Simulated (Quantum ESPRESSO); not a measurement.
# KI (Fm-3m) in Quantum ESPRESSO: notebook

Aim: see how the results for KI move with the level of theory and the settings. Levels: WC, BLYP. Tasks: dielectric tensor.

Program: Quantum ESPRESSO 7.5. These are calculated values, not measurements. Logs are shortened: lines on timing, memory, paths and dates and some standing lists are left out, and cuts for length are marked.

**What was measured.**

From a printed reference work, monograph, for a bulk crystal of KI: high-frequency dielectric constant 2.65.

The runs below are set against these values where they give the same quantity.

## 1. The crystal as given

Symmetry: Fm-3m, No. 225, cubic system. Conventional cell: a = 7.066 Å, b = 7.066 Å, c = 7.066 Å, α = 90.00°, β = 90.00°, γ = 90.00°. Around I (site symmetry m-3m) lie 6 K at 3.53 Å. K (site symmetry m-3m) has 6 I at 3.53 Å as nearest neighbours.

## 2. Dielectric tensor, WC

File pw.in:

```
&CONTROL
  calculation = 'scf'
  prefix = 'pwscf'
  outdir = './tmp'
  pseudo_dir = './pseudo'
  tprnfor = .true.
  tstress = .true.
  disk_io = 'low'
/
&SYSTEM
  ibrav = 0
  nat = 2
  ntyp = 2
  ecutwfc = 74
  nbnd = 14
  input_dft = 'wc'
  occupations = 'smearing'
  smearing = 'fd'
  degauss = 0.00367493
/
&ELECTRONS
  conv_thr = 4d-10
  electron_maxstep = 120
  mixing_beta = 0.5
/
ATOMIC_SPECIES
I    126.9045 I.upf
K     39.0983 K.upf
CELL_PARAMETERS angstrom
   0.0000000000    3.5327750000    3.5327750000
   3.5327750000    0.0000000000    3.5327750000
   3.5327750000    3.5327750000    0.0000000000
ATOMIC_POSITIONS angstrom
I      3.5327750000    3.5327750000    3.5327750000
K      0.0000000000    0.0000000000    0.0000000000
K_POINTS automatic
6 6 6 1 1 1
```

File scf2.in:

```
&CONTROL
  calculation = 'scf'
  prefix = 'pwscf'
  outdir = './tmp'
  pseudo_dir = './pseudo'
  tprnfor = .true.
  tstress = .true.
  disk_io = 'low'
/
&SYSTEM
  ibrav = 0
  nat = 2
  ntyp = 2
  ecutwfc = 74
  nbnd = 14
  input_dft = 'wc'
  occupations = 'fixed'
/
&ELECTRONS
  conv_thr = 1d-13
  electron_maxstep = 120
  mixing_beta = 0.5
  startingpot = 'file'
  startingwfc = 'file'
/
ATOMIC_SPECIES
I    126.9045 I.upf
K     39.0983 K.upf
CELL_PARAMETERS angstrom
   0.0000000000    3.5327750000    3.5327750000
   3.5327750000    0.0000000000    3.5327750000
   3.5327750000    3.5327750000    0.0000000000
ATOMIC_POSITIONS angstrom
I      3.5327750000    3.5327750000    3.5327750000
K      0.0000000000    0.0000000000    0.0000000000
K_POINTS automatic
6 6 6 1 1 1
```

File ph.in:

```
dielectric of KI
&INPUTPH
  prefix = 'pwscf'
  outdir = './tmp'
  tr2_ph = 1d-18
  fildyn = 'dyn'
  niter_ph = 90
  alpha_mix(1) = 0.7
  epsil = .true.
  trans = .false.
  zeu = .true.
/
0.0000000000 0.0000000000 0.0000000000
```

Potentials or basis: PseudoDojo 0.4.1 SR PBE standard.

The run is started by

```bash
OMP_NUM_THREADS=1 pw.x -in pw.in > pw.out
OMP_NUM_THREADS=1 pw.x -in scf2.in > scf2.out
OMP_NUM_THREADS=1 ph.x -in ph.in > ph.out
```

pw.out:

```text
This program is part of the open-source Quantum ESPRESSO suite
     for quantum simulation of materials; please cite
         "P. Giannozzi et al., J. Phys.:Condens. Matter 21 395502 (2009);
         "P. Giannozzi et al., J. Phys.:Condens. Matter 29 465901 (2017);
         "P. Giannozzi et al., J. Chem. Phys. 152 154105 (2020);
     in publications or presentations arising from this work. More details at

     IMPORTANT: XC functional enforced from input :
     Exchange-correlation= WC
                           (   1   4  11   4   0   0   0)
     Any further DFT definition will be discarded
     Please, verify this is what you really want

     Message from routine setup:
     using ibrav=0 with symmetry is DISCOURAGED, use correct ibrav instead

     G-vector sticks info
     --------------------
     sticks:   dense  smooth     PW     G-vecs:    dense   smooth      PW
     Sum        1813    1813    517                51253    51253    7823

     Using Slab Decomposition

     bravais-lattice index     =            0
     lattice parameter (alat)  =       9.4413  a.u.
     unit-cell volume          =     595.0789 (a.u.)^3
     number of atoms/cell      =            2
     number of atomic types    =            2
     number of electrons       =        16.00
     number of Kohn-Sham states=           14
     kinetic-energy cutoff     =      74.0000  Ry
     charge density cutoff     =     296.0000  Ry
     scf convergence threshold =      4.0E-10
     mixing beta               =       0.5000
     number of iterations used =            8  plain     mixing
     Exchange-correlation= WC
                           (   1   4  11   4   0   0   0)

     celldm(1)=   9.441258  celldm(2)=   0.000000  celldm(3)=   0.000000
     celldm(4)=   0.000000  celldm(5)=   0.000000  celldm(6)=   0.000000

     crystal axes: (cart. coord. in units of alat)
               a(1) = (   0.000000   0.707107   0.707107 )
               a(2) = (   0.707107   0.000000   0.707107 )
               a(3) = (   0.707107   0.707107   0.000000 )

     reciprocal axes: (cart. coord. in units 2 pi/alat)
               b(1) = ( -0.707107  0.707107  0.707107 )
               b(2) = (  0.707107 -0.707107  0.707107 )
               b(3) = (  0.707107  0.707107 -0.707107 )

     PseudoPot. # 1 for I  read from file:
     I.upf
     Pseudo is Norm-conserving + core correction, Zval =  7.0
     Generated using ONCVPSP code by D. R. Hamann
     Using radial grid of 1196 points,  6 beta functions with:
                l(1) =   0
                l(2) =   0
                l(3) =   1
                l(4) =   1
                l(5) =   2
                l(6) =   2

     PseudoPot. # 2 for K  read from file:
     K.upf
     Pseudo is Norm-conserving + core correction, Zval =  9.0
     Generated using ONCVPSP code by D. R. Hamann
     Using radial grid of 2222 points,  6 beta functions with:
                l(1) =   0
                l(2) =   0
                l(3) =   1
                l(4) =   1
                l(5) =   2
                l(6) =   2

     atomic species   valence    mass     pseudopotential
     I                 7.00   126.90450     I ( 1.00)
     K                 9.00    39.09830     K ( 1.00)

     48 Sym. Ops., with inversion, found

   Cartesian axes

     site n.     atom                  positions (alat units)
         1        I      tau(   1) = (   0.7071068   0.7071068   0.7071068  )
         2        K      tau(   2) = (   0.0000000   0.0000000   0.0000000  )

     number of k points=    28  Fermi-Dirac smearing, width (Ry)=  0.0037
                       cart. coord. in units 2pi/alat
        k(    1) = (   0.0589256   0.0589256   0.0589256), wk =   0.0185185
        k(    2) = (   0.1767767   0.1767767  -0.0589256), wk =   0.0555556
        k(    3) = (   0.2946278   0.2946278  -0.1767767), wk =   0.0555556
        k(    4) = (  -0.2946278  -0.2946278   0.4124790), wk =   0.0555556
        k(    5) = (  -0.1767767  -0.1767767   0.2946278), wk =   0.0555556
        k(    6) = (  -0.0589256  -0.0589256   0.1767767), wk =   0.0555556
[... 20 lines left out ...]
        k(   27) = (   0.2946278   0.2946278   0.2946278), wk =   0.0185185
        k(   28) = (  -0.2946278  -0.2946278   0.8838835), wk =   0.0555556

     Dense  grid:    51253 G-vectors     FFT dimensions: (  54,  54,  54)

     Initial potential from superposition of free atoms

     starting charge      15.9807, renormalised to      16.0000
     Starting wfcs are    9 randomized atomic wfcs +    5 random wfcs

     Self-consistent Calculation

     iteration #  1     ecut=    74.00 Ry     beta= 0.50
     Davidson diagonalization with overlap
     ethr =  1.00E-02,  avg # of iterations =  7.4

     Threshold (ethr) on eigenvalues was too large:
     Diagonalizing with lowered threshold

     Davidson diagonalization with overlap
     ethr =  1.24E-04,  avg # of iterations =  7.8

     total energy              =     -86.06359224 Ry
     estimated scf accuracy    <       0.01899908 Ry

     iteration #  2     ecut=    74.00 Ry     beta= 0.50
     Davidson diagonalization with overlap
     ethr =  1.19E-04,  avg # of iterations =  2.4

     total energy              =     -86.06697790 Ry
     estimated scf accuracy    <       0.00136423 Ry

     iteration #  3     ecut=    74.00 Ry     beta= 0.50
     Davidson diagonalization with overlap
     ethr =  8.53E-06,  avg # of iterations =  7.8

     total energy              =     -86.06734250 Ry
     estimated scf accuracy    <       0.00028635 Ry

     iteration #  4     ecut=    74.00 Ry     beta= 0.50
     Davidson diagonalization with overlap
     ethr =  1.79E-06,  avg # of iterations =  4.9

     total energy              =     -86.06740341 Ry
     estimated scf accuracy    <       0.00000895 Ry

     iteration #  5     ecut=    74.00 Ry     beta= 0.50
     Davidson diagonalization with overlap
     ethr =  5.59E-08,  avg # of iterations =  2.7

     total energy              =     -86.06740723 Ry
     estimated scf accuracy    <       0.00000046 Ry

     iteration #  6     ecut=    74.00 Ry     beta= 0.50
     Davidson diagonalization with overlap
     ethr =  2.87E-09,  avg # of iterations =  3.6

     total energy              =     -86.06740780 Ry
     estimated scf accuracy    <       0.00000002 Ry

     iteration #  7     ecut=    74.00 Ry     beta= 0.50
     Davidson diagonalization with overlap
     ethr =  1.16E-10,  avg # of iterations =  3.0

     total energy              =     -86.06740781 Ry
     estimated scf accuracy    <          1.5E-09 Ry

     iteration #  8     ecut=    74.00 Ry     beta= 0.50
     Davidson diagonalization with overlap
     ethr =  9.26E-12,  avg # of iterations =  3.2

     End of self-consistent calculation

          k = 0.0589 0.0589 0.0589 (  6360 PWs)   bands (ev):

   -27.0770 -10.5967 -10.5847 -10.5847  -9.1550   1.1929   1.2946   1.2946
     5.3493   7.7101   7.8349   7.8349   8.5644   8.5644

          k = 0.1768 0.1768-0.0589 (  6382 PWs)   bands (ev):

   -27.0764 -10.6448 -10.5891 -10.5841  -9.0657   0.7261   1.1728   1.1795
     6.0777   7.5559   8.1127   8.3860   8.9310   9.0649

          k = 0.2946 0.2946-0.1768 (  6390 PWs)   bands (ev):

   -27.0754 -10.7116 -10.5908 -10.5858  -8.9373   0.1748   0.9949   1.0213
     6.7113   8.2805   8.8494   8.9314   9.7645   9.9097

          k =-0.2946-0.2946 0.4125 (  6390 PWs)   bands (ev):

   -27.0750 -10.7326 -10.5894 -10.5882  -8.8951   0.0100   0.9368   0.9731
     6.8027   8.7106   9.2457   9.4239   9.9165  10.0628

          k =-0.1768-0.1768 0.2946 (  6384 PWs)   bands (ev):

   -27.0757 -10.6910 -10.5888 -10.5869  -8.9778   0.3315   1.0473   1.0750
     6.5669   7.8120   8.7327   8.7998   9.4743   9.5685

          k =-0.0589-0.0589 0.1768 (  6374 PWs)   bands (ev):

   -27.0767 -10.6204 -10.5870 -10.5860  -9.1086   0.9288   1.2321   1.2375
     5.7511   7.4399   8.1292   8.1573   8.6680   8.8695

          k = 0.2946 0.0589 0.0589 (  6381 PWs)   bands (ev):

   -27.0761 -10.6459 -10.5911 -10.5902  -9.0497   0.6122   1.1333   1.1475
     6.3125   7.0355   8.6939   8.7318   8.9292   9.2979

          k = 0.4125 0.1768-0.0589 (  6390 PWs)   bands (ev):

   -27.0752 -10.6747 -10.5987 -10.5917  -8.9814   0.3328   0.9466   1.0114
     6.8807   7.2355   8.8162   9.3037   9.5795   9.9215

          k =-0.1768-0.4125 0.5303 (  6402 PWs)   bands (ev):

   -27.0747 -10.6966 -10.6026 -10.5937  -8.9297   0.1968   0.7570   0.9309
     7.1745   8.1507   8.5701   9.6099   9.8932  10.2726

          k =-0.0589-0.2946 0.4125 (  6404 PWs)   bands (ev):

   -27.0750 -10.6922 -10.6037 -10.5891  -8.9446   0.2543   0.8270   0.9700
     7.2467   7.7466   8.4985   9.2825   9.8988  10.0387

          k = 0.0589-0.1768 0.2946 (  6384 PWs)   bands (ev):

   -27.0758 -10.6685 -10.5935 -10.5861  -9.0122   0.4813   1.0654   1.0990
     6.5547   7.3486   8.6112   8.6929   9.3043   9.4760

          k = 0.5303 0.0589 0.0589 (  6391 PWs)   bands (ev):

   -27.0748 -10.6474 -10.6023 -10.6000  -9.0099   0.3166   0.9425   0.9843
     6.3993   7.1327   9.1639   9.2610  10.4286  10.5061

          k =-0.0589-0.5303 0.6482 (  6407 PWs)   bands (ev):

   -27.0744 -10.6383 -10.6175 -10.6038  -8.9922   0.3660   0.7520   0.8898
     6.6219   7.5034   8.9842   9.6178   9.8474  10.7768

          k = 0.0589-0.4125 0.5303 (  6408 PWs)   bands (ev):

   -27.0745 -10.6737 -10.6147 -10.5962  -8.9463   0.3503   0.6043   0.9035
     7.3061   8.1251   8.3052   9.5062  10.0011  10.1910

          k = 0.1768-0.2946 0.4125 (  6392 PWs)   bands (ev):

   -27.0750 -10.7139 -10.5950 -10.5889  -8.9197   0.1211   0.8900   0.9743
     6.9412   8.2854   8.8583   9.3404   9.8778  10.0831

          k =-0.6482 0.0589 0.0589 (  6406 PWs)   bands (ev):

   -27.0744 -10.6335 -10.6086 -10.6025  -9.0192   0.3112   0.8918   0.9465
     6.2655   7.1310   9.4140   9.5329  10.1946  10.8344

          k =-0.5303 0.1768-0.0589 (  6401 PWs)   bands (ev):

   -27.0747 -10.6613 -10.6048 -10.5994  -8.9811   0.3149   0.8364   0.9348
     6.7345   7.5061   8.7154   9.4899  10.1784  10.4151

          k =-0.4125 0.0589 0.0589 (  6382 PWs)   bands (ev):

   -27.0754 -10.6555 -10.5960 -10.5959  -9.0138   0.3983   1.0288   1.0554
     6.6469   6.8597   9.0216   9.2079   9.6636   9.6740

          k = 0.1768 0.1768 0.1768 (  6384 PWs)   bands (ev):

   -27.0761 -10.6685 -10.5858 -10.5858  -9.0263   0.5383   1.1390   1.1390
     6.2660   7.8171   8.3721   8.3721   9.1887   9.1887

          k = 0.2946 0.2946 0.0589 (  6393 PWs)   bands (ev):

   -27.0755 -10.6894 -10.5981 -10.5852  -8.9670   0.3233   0.9518   1.0378
     6.9153   7.6998   8.6588   8.6733   9.7510   9.8566

          k =-0.2946-0.2946 0.6482 (  6408 PWs)   bands (ev):

   -27.0748 -10.6923 -10.6096 -10.5900  -8.9318   0.2503   0.6972   0.9503
     7.4003   8.0871   8.4176   9.4211   9.7471  10.2627

          k =-0.1768-0.1768 0.5303 (  6400 PWs)   bands (ev):

   -27.0747 -10.6799 -10.6041 -10.5953  -8.9553   0.2625   0.7628   0.9593
     6.8835   7.9560   8.5708   9.5274  10.0151  10.3910

          k = 0.4125 0.1768 0.1768 (  6394 PWs)   bands (ev):

   -27.0752 -10.6954 -10.5931 -10.5923  -8.9519   0.2284   0.9163   1.0095
     6.8299   7.7673   8.9202   9.2099   9.7363   9.9833

          k =-0.1768-0.4125 0.7660 (  6404 PWs)   bands (ev):

   -27.0746 -10.6750 -10.6089 -10.5980  -8.9510   0.3128   0.7202   0.8824
     7.3271   7.9037   8.1764   9.7693   9.9120  10.2588

          k =-0.0589-0.2946 0.6482 (  6415 PWs)   bands (ev):

   -27.0744 -10.6495 -10.6165 -10.6082  -8.9657   0.4528   0.6226   0.7968
     7.2763   7.9297   8.1344   9.5117   9.9990  10.7906

          k =-0.7660 0.1768 0.1768 (  6413 PWs)   bands (ev):

   -27.0745 -10.6564 -10.6192 -10.5971  -8.9683   0.3917   0.5979   0.9328
     6.8427   7.9232   8.7464   9.6668   9.7575  10.3011

          k = 0.2946 0.2946 0.2946 (  6393 PWs)   bands (ev):

   -27.0752 -10.7314 -10.5869 -10.5869  -8.9045   0.0372   0.9964   0.9964
     6.6732   8.7739   9.1584   9.1584   9.9892   9.9892

          k =-0.2946-0.2946 0.8839 (  6386 PWs)   bands (ev):

   -27.0749 -10.7145 -10.5983 -10.5893  -8.9116   0.1060   0.8252   0.9574
     7.0693   8.3584   8.8854   9.4757   9.8542  10.1691

     the Fermi energy is     4.0385 ev

!    total energy              =     -86.06740781 Ry
     estimated scf accuracy    <          3.1E-11 Ry
     smearing contrib. (-TS)   =      -0.00000000 Ry
     internal energy E=F+TS    =     -86.06740781 Ry

     The total energy is F=E-TS. E is the sum of the following terms:
     one-electron contribution =     -29.53831416 Ry
     hartree contribution      =      19.04710111 Ry
     xc contribution           =     -20.65251917 Ry
     ewald contribution        =     -54.92367560 Ry

     convergence has been achieved in   8 iterations

     Forces acting on atoms (cartesian axes, Ry/au):

     atom    1 type  1   force =     0.00000000    0.00000000    0.00000000
     atom    2 type  2   force =     0.00000000    0.00000000    0.00000000

     Total force =     0.000000     Total SCF correction =     0.000000

     Computing stress (Cartesian axis) and pressure

          total   stress  (Ry/bohr**3)                   (kbar)     P=       -1.23
  -0.00000834   0.00000000   0.00000000           -1.23        0.00        0.00
   0.00000000  -0.00000834   0.00000000            0.00       -1.23        0.00
   0.00000000   0.00000000  -0.00000834            0.00        0.00       -1.23

=------------------------------------------------------------------------------=
   JOB DONE.
=------------------------------------------------------------------------------=
```

Wall time 3.6 min (1 thread of Intel Xeon 6975P-C (Granite Rapids), shared host); peak memory 0.14 GiB.

Results:

```
Free energy                             : -1171.0067 eV
Pressure                                : -0.1 GPa
Electronic dielectric tensor (diagonal) : 2.93
Born charges (mean of the diagonal)     : I -1.14; K +1.14 e
```

Levels at points of the mesh, in eV from the valence-band top:
| k point | band 4 | band 5 | band 6 | band 7 | band 8 | band 9 | band 10 | band 11 | band 12 | band 13 |
| --- | --- | --- | --- | --- | --- | --- | --- | --- | --- | --- |
| (0.08, 0.08, 0.08) | -11.88 | -10.45 | -0.10 | 0.00 | 0.00 | 4.05 | 6.42 | 6.54 | 6.54 | 7.27 |

Electronic dielectric tensor:
```
2.93 0.00 0.00
0.00 2.93 0.00
0.00 0.00 2.93
```

Born effective charge tensors (e):
atom 1, I
```
-1.14  0.00  0.00
 0.00 -1.14  0.00
 0.00  0.00 -1.14
```
atom 2, K
```
1.14 0.00 0.00
0.00 1.14 0.00
0.00 0.00 1.14
```

Caveat: the potentials were made for another functional, which shifts forces and pressure. The run has no spin-orbit coupling, so splittings on I are missing.

(Part 1 of 2 ends here.)
